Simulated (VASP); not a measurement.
# ZnS (F-43m) in VASP: notebook, part 2 of 2

VASP 6.6.1. Earlier steps stand in the parts before.

## 3. Wannier functions by SCDM, PBE

Input file POSCAR:

```
ZnS
1.0
    0.0000000000      2.7020000000      2.7020000000
    2.7020000000      0.0000000000      2.7020000000
    2.7020000000      2.7020000000      0.0000000000
Zn S
1 1
Direct
    0.7500000000      0.7500000000      0.7500000000
    0.0000000000      0.0000000000      0.0000000000
```

Input file INCAR.step1:

```
SYSTEM = ZnS
PREC = Accurate
ENCUT = 520
EDIFF = 1E-6
ISMEAR = 0
SIGMA = 0.02
LREAL = .FALSE.
LASPH = .TRUE.
NELM = 80
ALGO = Normal
ISIF = 2
LWAVE = .TRUE.
LCHARG = .TRUE.
GGA = PE
```

Input file INCAR.step2:

```
SYSTEM = ZnS
PREC = Accurate
ENCUT = 520
EDIFF = 1E-6
ISMEAR = 0
SIGMA = 0.02
LREAL = .FALSE.
LASPH = .TRUE.
NELM = 80
ALGO = Normal
ISIF = 2
LWAVE = .FALSE.
LCHARG = .FALSE.
GGA = PE
ISTART = 1
ICHARG = 11
ISYM = -1
NUM_WANN = 9
LSCDM = .TRUE.
```

Input file KPOINTS:

```
Automatic mesh
0
G
  5 5 5
  0 0 0
```

Input file KPOINTS_OPT:

```
path GXWKGLUWLK,UX
12
line-mode
reciprocal
 0.0000000000  0.0000000000  0.0000000000  G
 0.5000000000  0.0000000000  0.5000000000  X

 0.5000000000  0.0000000000  0.5000000000  X
 0.5000000000  0.2500000000  0.7500000000  W

 0.5000000000  0.2500000000  0.7500000000  W
 0.3750000000  0.3750000000  0.7500000000  K

 0.3750000000  0.3750000000  0.7500000000  K
 0.0000000000  0.0000000000  0.0000000000  G

 0.0000000000  0.0000000000  0.0000000000  G
 0.5000000000  0.5000000000  0.5000000000  L

 0.5000000000  0.5000000000  0.5000000000  L
 0.6250000000  0.2500000000  0.6250000000  U

 0.6250000000  0.2500000000  0.6250000000  U
 0.5000000000  0.2500000000  0.7500000000  W

 0.5000000000  0.2500000000  0.7500000000  W
 0.5000000000  0.5000000000  0.5000000000  L

 0.5000000000  0.5000000000  0.5000000000  L
 0.3750000000  0.3750000000  0.7500000000  K

 0.6250000000  0.2500000000  0.6250000000  U
 0.5000000000  0.0000000000  0.5000000000  X
```

Input file KPOINTS_WAN:

```
path GXWKGLUWLK,UX
12
line-mode
reciprocal
 0.0000000000  0.0000000000  0.0000000000  G
 0.5000000000  0.0000000000  0.5000000000  X

 0.5000000000  0.0000000000  0.5000000000  X
 0.5000000000  0.2500000000  0.7500000000  W

 0.5000000000  0.2500000000  0.7500000000  W
 0.3750000000  0.3750000000  0.7500000000  K

 0.3750000000  0.3750000000  0.7500000000  K
 0.0000000000  0.0000000000  0.0000000000  G

 0.0000000000  0.0000000000  0.0000000000  G
 0.5000000000  0.5000000000  0.5000000000  L

 0.5000000000  0.5000000000  0.5000000000  L
 0.6250000000  0.2500000000  0.6250000000  U

 0.6250000000  0.2500000000  0.6250000000  U
 0.5000000000  0.2500000000  0.7500000000  W

 0.5000000000  0.2500000000  0.7500000000  W
 0.5000000000  0.5000000000  0.5000000000  L

 0.5000000000  0.5000000000  0.5000000000  L
 0.3750000000  0.3750000000  0.7500000000  K

 0.6250000000  0.2500000000  0.6250000000  U
 0.5000000000  0.0000000000  0.5000000000  X
```

Potentials or basis: VASP PAW PBE potentials, release 64 (Zn, S).

The run is started by

```console
cat potpaw_PBE.64/Zn/POTCAR potpaw_PBE.64/S/POTCAR > POTCAR
cp INCAR.step1 INCAR
mpirun -np 1 vasp_std > vasp.out
cp INCAR.step2 INCAR
mpirun -np 1 vasp_std > vasp.out
```

OUTCAR:

```text
SYSTEM = ZnS
   PREC = Accurate
   ENCUT = 520
   EDIFF = 1E-6
   ISMEAR = 0
   LREAL = .FALSE.
   LASPH = .TRUE.
   NELM = 80
   ISIF = 2
   GGA = PE
   ISTART = 1
   ICHARG = 11
   ISYM = -1

 ion  position               nearest neighbor table
   1  0.750  0.750  0.750-   2 2.34   2 2.34   2 2.34   2 2.34
   2  0.000  0.000  0.000-   1 2.34   1 2.34   1 2.34   1 2.34

IMPORTANT INFORMATION: All symmetrisations will be switched off!
NOSYMM: (Re-)initialisation of all symmetry stuff for point group C_1.

[... 526 lines left out ...]
      8       0.4336      2.00000
      9       0.7305      2.00000
     10       6.5100      0.00000
     11       7.8149      0.00000
     12       9.7174      0.00000
     13      10.5464      0.00000

 [... further k-points ...]
[... 5 lines left out ...]
  --------------------------------------------------------------------------------------
  -------------------------------------------------------------------------------------
  Total        0.4575162      0.4575496      0.4575365      0.0000303      0.0000130      0.0000335
  in kB       18.5793705     18.5807281     18.5801958      0.0012291      0.0005273      0.0013606
  external PRESSURE =      18.5800981 kB  Pullay stress =       0.0000000 kB

 VOLUME and BASIS-vectors are now :
 -----------------------------------------------------------------------------
  energy-cutoff  :      520.00
  volume of cell :       39.45
      direct lattice vectors                 reciprocal lattice vectors
     0.000000000  2.702000000  2.702000000    -0.185048113  0.185048113  0.185048113
     2.702000000  0.000000000  2.702000000     0.185048113 -0.185048113  0.185048113
     2.702000000  2.702000000  0.000000000     0.185048113  0.185048113 -0.185048113

 POSITION                                       TOTAL-FORCE (eV/Angst)
 -----------------------------------------------------------------------------------
      4.05300      4.05300      4.05300        -0.000025     -0.000019     -0.000010
      0.00000      0.00000      0.00000         0.000025      0.000019      0.000010
 -----------------------------------------------------------------------------------
    total drift:                               -0.000003     -0.000017     -0.000016

  FREE ENERGIE OF THE ION-ELECTRON SYSTEM (eV)
  ---------------------------------------------------
  free  energy   TOTEN  =        -6.8357687931 eV

  energy  without entropy=       -6.8357687931  energy(sigma->0) =       -6.83576879
```

OSZICAR.step1:

```text
N       E                     dE             d eps       ncg     rms          rms(c)
DAV:   1     0.817664943382E+02    0.81766E+02   -0.87617E+03   260   0.163E+03
DAV:   2    -0.169286176945E+01   -0.83459E+02   -0.78183E+02   290   0.277E+02
DAV:   3    -0.719410948065E+01   -0.55012E+01   -0.54771E+01   310   0.688E+01
DAV:   4    -0.726642136682E+01   -0.72312E-01   -0.72268E-01   295   0.857E+00
DAV:   5    -0.726747784490E+01   -0.10565E-02   -0.10564E-02   310   0.997E-01    0.684E+00
DAV:   6    -0.685233656296E+01    0.41514E+00   -0.96058E-01   371   0.370E+01    0.533E+00
DAV:   7    -0.683587481321E+01    0.16462E-01   -0.34942E-01   270   0.570E+00    0.274E+00
DAV:   8    -0.683535298775E+01    0.52183E-03   -0.58293E-03   290   0.722E-01    0.820E-01
DAV:   9    -0.683565279497E+01   -0.29981E-03   -0.11455E-03   308   0.326E-01    0.121E-01
DAV:  10    -0.683579297151E+01   -0.14018E-03   -0.14263E-04   290   0.125E-01    0.519E-02
DAV:  11    -0.683582038573E+01   -0.27414E-04   -0.37043E-05   280   0.682E-02    0.862E-03
DAV:  12    -0.683582126531E+01   -0.87958E-06   -0.28322E-06   295   0.138E-02
   1 F= -.68358213E+01 E0= -.68358213E+01  d E =-.480776E-18
```

It took 61 s on 1 thread of Intel Xeon Platinum 8488C (Sapphire Rapids), shared host; peak memory 0.23 GiB.

What came out:

```yaml
Band_gap_on_the_k_mesh: 2.11 eV, direct
Band_gap_along_the_path: 2.11 eV, direct
RMS_miss_of_the_Wannier_bands: 0.057 eV
```

Levels at the corners of the path, in eV from the valence-band top:
```csv
point,band 7,band 8,band 9,band 10,band 11,band 12
Γ,0.00,0.00,0.00,2.11,6.39,6.39
X,-4.56,-2.22,-2.22,3.40,4.07,10.98
X,-4.56,-2.22,-2.22,3.40,4.07,10.98
W,-4.59,-2.75,-2.72,5.70,6.04,7.87
W,-4.59,-2.75,-2.72,5.70,6.04,7.87
K,-4.62,-3.11,-1.81,4.13,5.97,9.40
K,-4.62,-3.11,-1.81,4.13,5.97,9.40
Γ,0.00,0.00,0.00,2.11,6.39,6.39
Γ,0.00,0.00,0.00,2.11,6.39,6.39
L,-5.29,-0.87,-0.87,3.31,6.92,6.92
L,-5.29,-0.87,-0.87,3.31,6.92,6.92
U,-4.62,-3.11,-1.81,4.13,5.97,9.40
U,-4.62,-3.11,-1.81,4.13,5.97,9.40
W,-4.59,-2.75,-2.72,5.70,6.04,7.87
W,-4.59,-2.75,-2.72,5.70,6.04,7.87
L,-5.29,-0.87,-0.87,3.31,6.92,6.92
L,-5.29,-0.87,-0.87,3.31,6.92,6.92
K,-4.62,-3.11,-1.81,4.13,5.97,9.40
U,-4.62,-3.11,-1.81,4.13,5.97,9.40
X,-4.56,-2.22,-2.22,3.40,4.07,10.98
```

## 4. Against experiment

Step 2. Measured high-frequency dielectric constant of ZnS: 5.14 (a printed reference work, monograph). This calculation gives 5.95 (+15.8 %).

Step 3. A measured gap of ZnS is 3.85 eV (direct; 19 K; quoted in “Electronic, vibrational, and thermodynamic properties of ZnS (zincblende and rocksalt structure)”, 2009, arxiv:0911.5022); the calculated 2.11 eV misses it by -1.74 eV. The value is that of PBE, without temperature or zero-point motion. Semilocal functionals fall short of measured gaps as a rule.
